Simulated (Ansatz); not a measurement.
# A series in volume scale on Pd

Results calculated with Ansatz 0.2.0, not measured. Periodic Kohn-Sham DFT of a crystal at fixed atoms, scaled to volume_scale times the given cell; pressure positive in compression, energy less spherical unpolarised free atoms, largest_vzz the field gradient of largest size among the nuclei.

The cell before it is scaled or strained (space group P6_3/mmc, No. 194):
```
CELL_PARAMETERS angstrom
2.77410 0.00000 0.00000
-1.38710 2.40250 0.00000
0.00000 0.00000 4.62630
ATOMIC_POSITIONS crystal
Pd 0.33333 0.66667 0.25000
Pd 0.66667 0.33333 0.75000
```

Settings of every row: method all-electron LAPW; functional PBE; relativity scalar; k mesh 15x15x8; filling fermi-dirac; smearing width 0.08 eV; basis error target 0.25 meV/atom; nucleus gaussian.

Atom start moment: 0 on all atoms.

Limits: the cell comes from a prototype or a list of computed structures and needn't be the stable phase.

```
row  volume scale  V (Å³/atom)  energy less free atoms (eV/atom)  pressure (GPa)
  1        0.9405       14.499                           -3.6808          11.863
  2          0.98       15.108                           -3.7091            3.41
  3             1       15.417                           -3.7122          -0.111
  4          1.02       15.725                                 ?               ?
  5          1.06       16.342                           -3.6864          -8.273
```

Question: what energy less free atoms and pressure should row 4 give?

Worked fit of energy less free atoms. Take u = (V_r/V)^(2/3) − 1 with V_r = 15.262 Å³ an atom, which is twice the finite (Eulerian) strain; such expansions in the strain, on which the Birch-Murnaghan equation of state is built, carry the rest volume and the bulk modulus. The shown rows have u = 0.03478, 0.00678, -0.00671, -0.04456. Least squares give energy less free atoms = −3.71148 + 0.2481 × u + 18.207 × u² eV/atom; a straight line predicts inner rows, each left out in turn, worse (root mean square 0.019 against 0.00027 eV/atom). The rows lie off it by 0.0000, -0.0001, 0.0001, 0.0000. Its lowest point lies at u = -0.0068, or V = 15.42 Å³ an atom, and the curvature there gives the bulk modulus at fixed shape and fractions, B = (4/9)(1 + u)² E″(u)/V = 166 GPa. Letting shape and atoms relax would as a rule lower it, by much in layered, chain or molecular crystals. The withheld row has u = -0.01973, so the fit gives −3.71148 + 0.2481 × (-0.01973) + 18.207 × (-0.01973)² = -3.7093 eV/atom.

The calculation gave -3.709 eV/atom. The fit lies 0.0003 eV/atom (0.96 % of the column's range) below it; its largest miss of a shown row is 0.0001 eV/atom.

Worked fit of pressure. Take u = (V_r/V)^(2/3) − 1 with V_r = 15.262 Å³ an atom, which is twice the finite (Eulerian) strain; such expansions in the strain, on which the Birch-Murnaghan equation of state is built, carry the rest volume and the bulk modulus. The shown rows have u = 0.03478, 0.00678, -0.00671, -0.04456. Least squares give pressure = 1.5987 + 262.804 × u + 926.92 × u² GPa; a straight line predicts inner rows, each left out in turn, worse (root mean square 0.95 against 0.026 GPa). The rows lie off it by 0.003, -0.013, 0.012, -0.002 (root mean square 0.009 GPa). The pressure vanishes at u = -0.0062, or V = 15.41 Å³ an atom, and there the bulk modulus at fixed shape and fractions is B = −V dP/dV = (2/3)(1 + u) dP/du = 166 GPa. Letting shape and atoms relax would as a rule lower it, by much in layered, chain or molecular crystals. The withheld row has u = -0.01973, so the fit gives 1.5987 + 262.804 × (-0.01973) + 926.92 × (-0.01973)² = -3.226 GPa.

The calculation gave -3.2 GPa. The fit lies 0.026 GPa (0.13 % of the column's range) below it; its largest miss of a shown row is 0.013 GPa.
